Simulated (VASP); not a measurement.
Calculation: r2SCAN meta-GGA, VASP's PBE PAW potentials (set 64) (plane waves; VASP).

A VASP calculation is set up with these files.

KPOINTS:
```
Automatic mesh
0
Gamma
10 10 10
0 0 0
```

### POSCAR
```
ZrO2
1.0
  0.0000000000   2.5459867554   2.5459867554
  2.5459867554   0.0000000000   2.5459867554
  2.5459867554   2.5459867554   0.0000000000
Zr O
1 2
Cartesian
  0.0000000000   0.0000000000   0.0000000000
  1.2729933777   1.2729933777   1.2729933777
  3.8189801331   3.8189801331   3.8189801331
```

INCAR:
```
ALGO = Normal
CSHIFT = 0.1
EDIFF = 1E-7
ENCUT = 520
ISMEAR = 0
LASPH = .TRUE.
LCHARG = .FALSE.
LMAXMIX = 4
LMIXTAU = .TRUE.
LOPTICS = .TRUE.
LPEAD = .TRUE.
LREAL = .FALSE.
LWAVE = .FALSE.
METAGGA = R2SCAN
NBANDS = 48
NEDOS = 1001
NELM = 100
PREC = Accurate
SIGMA = 0.01
SYSTEM = ZrO2
```

POTCAR, in this order: Zr_sv O (PBE.64 set). Program: vasp_std.

The resulting files:

**OSZICAR**
```
       N       E                     dE             d eps       ncg     rms          rms(c)
DAV:   1     0.177806943403E+03    0.17781E+03   -0.11397E+04  4520   0.525E+02
DAV:   2    -0.530325504862E+02   -0.23084E+03   -0.21592E+03  5328   0.199E+02
DAV:   3    -0.617625061098E+02   -0.87300E+01   -0.85939E+01  5840   0.356E+01
DAV:   4    -0.618884776994E+02   -0.12597E+00   -0.12591E+00  5192   0.375E+00
DAV:   5    -0.618896716823E+02   -0.11940E-02   -0.11940E-02  5368   0.317E-01    0.256E+01
DAV:   6    -0.451707142696E+02    0.16719E+02   -0.58452E+00  5816   0.143E+01    0.903E+00
DAV:   7    -0.463792376701E+02   -0.12085E+01   -0.14785E+00  5240   0.502E+00    0.384E+00
DAV:   8    -0.466876018026E+02   -0.30836E+00   -0.10732E+00  4824   0.487E+00    0.285E+00
DAV:   9    -0.456405316279E+02    0.10471E+01   -0.46113E-01  4688   0.353E+00    0.930E-01
DAV:  10    -0.457883720564E+02   -0.14784E+00   -0.37617E-02  4992   0.954E-01    0.470E-01
DAV:  11    -0.458537620609E+02   -0.65390E-01   -0.47456E-02  4752   0.105E+00    0.241E-01
DAV:  12    -0.458554609572E+02   -0.16989E-02   -0.47257E-03  4928   0.320E-01    0.169E-01
DAV:  13    -0.458548816758E+02    0.57928E-03   -0.16437E-03  4888   0.192E-01    0.364E-02
DAV:  14    -0.458560001908E+02   -0.11185E-02   -0.53467E-04  5080   0.109E-01    0.665E-03
DAV:  15    -0.458559235586E+02    0.76632E-04   -0.45792E-05  5064   0.338E-02    0.223E-02
DAV:  16    -0.458560587859E+02   -0.13523E-03   -0.19066E-05  4984   0.232E-02    0.729E-03
DAV:  17    -0.458560608123E+02   -0.20265E-05   -0.41591E-06  5208   0.929E-03    0.118E-03
DAV:  18    -0.458560614899E+02   -0.67761E-06   -0.29961E-07  5128   0.234E-03    0.679E-04
DAV:  19    -0.458560611111E+02    0.37889E-06   -0.14257E-07  5088   0.197E-03    0.670E-04
DAV:  20    -0.458560614207E+02   -0.30961E-06   -0.40913E-08  4704   0.104E-03    0.263E-04
DAV:  21    -0.458560613708E+02    0.49902E-07   -0.37689E-09  3448   0.318E-04
   1 F= -.45856061E+02 E0= -.45856061E+02  d E =-.233143E-53
 imaginary and real dielectric function
```

File OUTCAR:
```
------------------------ aborting loop because EDIFF is reached ----------------------------------------
  FORCE on cell =-STRESS in cart. coord.  units (eV):
  Direction    XX          YY          ZZ          XY          YZ          ZX
  --------------------------------------------------------------------------------------
  Total       -0.0040826     -0.0040826     -0.0040826      0.0000000      0.0000000      0.0000000
  in kB       -0.1981739     -0.1981739     -0.1981739      0.0000000      0.0000000      0.0000000
  external PRESSURE =      -0.1981739 kB  Pullay stress =       0.0000000 kB
  volume of cell :       33.01
      direct lattice vectors                 reciprocal lattice vectors
     0.000000000  2.545986755  2.545986755    -0.196387510  0.196387510  0.196387510
     2.545986755  0.000000000  2.545986755     0.196387510 -0.196387510  0.196387510
     2.545986755  2.545986755  0.000000000     0.196387510  0.196387510 -0.196387510
 POSITION                                       TOTAL-FORCE (eV/Angst)
 -----------------------------------------------------------------------------------
      0.00000      0.00000      0.00000         0.000000      0.000000      0.000000
      1.27299      1.27299      1.27299        -0.000000     -0.000000     -0.000000
      3.81898      3.81898      3.81898         0.000000     -0.000000      0.000000
 -----------------------------------------------------------------------------------
    total drift:                                0.000000      0.000000      0.000000
  FREE ENERGIE OF THE ION-ELECTRON SYSTEM (eV)
  ---------------------------------------------------
  free  energy   TOTEN  =       -45.8560613708 eV

  energy  without entropy=      -45.8560613708  energy(sigma->0) =      -45.85606137

 plasma frequency squared (from intraband transitions) (eV^2)
  --------------------------------------------------------------------------------------
       0.000       0.000       0.000
       0.000       0.000       0.000
       0.000       0.000       0.000

 plasma frequency squared (from interband transitions, int dw w eps(2)(w)) (eV^2)
  --------------------------------------------------------------------------------------
     832.864       0.000      -0.000       0.000      -0.000       0.000
      -0.000      -0.000     832.864       0.000       0.000      -0.000
      -0.000      -0.000       0.000       0.000     832.864       0.000
```
(Selected blocks of OUTCAR.)

**OUTCAR**
```
 val. band max:        6.9021262818   @ k =   0.5000   0.5000   0.0000

 cond. band min:      10.7691008520   @ k =   0.0000   0.0000   0.0000


 Fermi energy:         7.0081953323

 k-point     1 :       0.0000    0.0000    0.0000
  band No.  band energies     occupation
      1     -42.6922      2.00000
      2     -19.7862      2.00000
      3     -19.7862      2.00000
      4     -19.7862      2.00000
      5     -12.2876      2.00000
      6      -9.7596      2.00000
      7       1.5904      2.00000
      8       1.5904      2.00000
      9       1.5904      2.00000
     10       6.3533      2.00000
     11       6.3533      2.00000
     12       6.3533      2.00000
     13      10.7691      0.00000
     14      10.7691      0.00000
     15      14.0694      0.00000
     16      16.8598      0.00000
     17      16.8598      0.00000
     18      16.8598      0.00000
     19      22.1178      0.00000
     20      22.1178      0.00000
     21      22.1178      0.00000
     22      30.6351      0.00000
     23      31.7818      0.00000
     24      31.7818      0.00000
     25      36.0766      0.00000
     26      36.0766      0.00000
     27      36.0766      0.00000
     28      37.5789      0.00000
     29      37.5789      0.00000
     30      37.5789      0.00000
     31      39.5141      0.00000
     32      39.5141      0.00000
     33      39.5141      0.00000
     34      43.2391      0.00000
     35      49.4741      0.00000
     36      49.4741      0.00000
     37      49.4741      0.00000
     38      49.8129      0.00000
     39      49.8129      0.00000
     40      51.5375      0.00000
     41      51.5375      0.00000
     42      51.5375      0.00000
     43      55.5282      0.00000
     44      55.5282      0.00000
     45      56.3038      0.00000
     46      60.1025      0.00000
     47      60.1025      0.00000
     48      60.1025      0.00000

 k-point     2 :       0.1000    0.0000    0.0000
  band No.  band energies     occupation
...
```

The compound is ZrO2 in the fluorite structure, the high-temperature cubic form, which is unstable at 0 K; the monoclinic form is the stable one. It was relaxed first.
